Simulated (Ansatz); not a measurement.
AlCu3:

```
Cu Al
1.0
     0.00000    2.88801    2.88801
     2.88801    0.00000    2.88801
     2.88801    2.88801    0.00000
Cu Al
3 1
Direct
  0.75000 0.75000 0.75000
  0.25000 0.25000 0.25000
  0.50000 0.50000 0.50000
  0.00000 0.00000 0.00000
```

The cell comes from a database or a generator and needn't be the stable form of this composition.

Base run:

| Quantity | Value |
| --- | --- |
| Program | Ansatz 0.2.0 |
| Functional | PBEsol |
| Potentials or basis | all-electron LAPW, inner shells corrected to Dirac's equation |
| Cutoff | 287 eV (chosen from the basis error) |
| Basis error allowed | 0.002 eV/atom |
| k mesh | 8 × 8 × 8 |
| Occupations | fermi-dirac, width 0.05 eV |
| Spin | no spin polarisation |

Its results: pressure -0.8 GPa.

**Question.** The run is repeated on the same cell with these changes: potentials or basis from all-electron LAPW, inner shells corrected to Dirac's equation to all-electron LAPW, non-relativistic. What comes out?

**Answer.** Pressure 2.6 GPa.
